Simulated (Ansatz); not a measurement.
We consider cubic perovskite CsPbI3 (cubic high-temperature phase), described by r²SCAN+SOC (plane waves, PAW; Ansatz, a program for electronic structure).

Numerical settings: plane-wave cutoff 560 eV, 6×6×6 k mesh, Fermi–Dirac smearing 0.01 eV, PAW data made under PBE.

The cell has the measured lattice: a = 6.289 Å, b = 6.289 Å, c = 6.289 Å, α = 90.00°, β = 90.00°, γ = 90.00°.

Problem. What does this level give for the band gap and Γ–Γ gap?

Solution. 
band gap: 0.33 eV (direct)
Γ–Γ gap: 4.59 eV

Note: held by symmetry at 0 K, a high-temperature phase can be a saddle point; cell and atoms aren't relaxed at this level (pressure 0.4 GPa).

The computed numbers hold no vibrational or temperature effects.
